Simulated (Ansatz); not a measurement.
TiS₂ (started from an entry of an open crystallographic database), relaxed with r2SCAN+rVV10, was run in the PAW code Ansatz under altered settings. All numbers are computed, without spin polarisation but where a row says otherwise.

```xyz
3
Lattice="2.9481 -1.7054 0.1849 2.9481 1.7054 0.1849 -0.3590 0.0000 5.7303" Properties=species:S:1:pos:R:3 pbc="T T T"
Ti    0.0000    0.0000    0.0000
S     3.8428    0.0000    1.6491
S     1.6943    0.0000    4.4509
```

The base run's other keys:
```yaml
kpoints:
  mp_grid: { grid: [6, 6, 2] }
hamiltonian:
  xc: hse06
scf:
  occupations: { method: fermi_dirac, width: 0.02 }
  n_extra_bands: 4
```

It takes 35 iterations with 1123 plane waves at 420 eV and 26 k points, and leaves a mean stress of +0.09 GPa. The gap over this mesh is 0.612 eV. It ran on 4 threads of Arm Neoverse N1 (shared host).

Outcomes, with energy and stress as changes against the base:
```csv
setting,outcome,ΔF (meV/atom),Δ mean stress (GPa),gap on the mesh (eV),iterations,wall time
"PBE hybrid, exx coeff 0.75, omega 0.3 1/Å",converged,–,-2.4,2.041,39,34 s
"PBE hybrid, exx coeff 0.4, unscreened",converged,–,-1.1,2.212,38,30 s
"PBE hybrid, exx coeff 0.05, omega 0.5 1/Å","converged, warned",–,+1.3,none,18,20 s
"PBE hybrid, exx coeff 0.75, omega 0.5 1/Å",converged,–,-1.5,1.238,28,29 s
"PBE hybrid, exx coeff -0.2, omega 0.1 1/Å",refused,–,–,–,–,0.04 s
scf.mixing.beta: 1.0,converged,0.0,0.0,0.612,21,24 s
```
A dash marks a value that wasn't obtained or can't be compared. Stress is positive in compression. The base took 31 s. The base's mesh is coarse for a hybrid, so its own values aren't converged.

- PBE hybrid, exx coeff 0.75, omega 0.3 1/Å. That is 75 % exact exchange, screened with ω = 0.3 1/Å, against HSE06's 25 % screened at 0.208 1/Å. The mean stress moves by -2.4 GPa and the gap on the mesh by +1.429 eV (to 2.041). Totals of different functionals aren't comparable.
- PBE hybrid, exx coeff 0.4, unscreened. That is 40 % exact exchange, at all ranges, against HSE06's 25 % screened at 0.208 1/Å. The mean stress moves by -1.1 GPa and the gap on the mesh by +1.601 eV (to 2.212). Totals of different functionals aren't comparable.
- PBE hybrid, exx coeff 0.05, omega 0.5 1/Å. That is 5 % exact exchange, screened with ω = 0.5 1/Å, against HSE06's 25 % screened at 0.208 1/Å. The mean stress moves by +1.3 GPa and the gap on the mesh by -0.629 eV (no gap is left). Totals of different functionals aren't comparable. Warned: filled band counts differ across k points.
- PBE hybrid, exx coeff 0.75, omega 0.5 1/Å. That is 75 % exact exchange, screened with ω = 0.5 1/Å, against HSE06's 25 % screened at 0.208 1/Å. The mean stress moves by -1.5 GPa and the gap on the mesh by +0.626 eV (to 1.238). Totals of different functionals aren't comparable.
- PBE hybrid, exx coeff -0.2, omega 0.1 1/Å. The program doesn't start. Error: invalid value for `hamiltonian.xc.exx.coeff`: must be finite and in (0, 1]; got -0.2

Within 1 meV an atom, 0.1 GPa and 0.005 eV of the base stay: scf.mixing.beta: 1.0.

The program warns that its thresholds are loose for a hybrid's stress.

The meshes of the hybrids are coarse, so their gaps aren't converged to the digits shown.
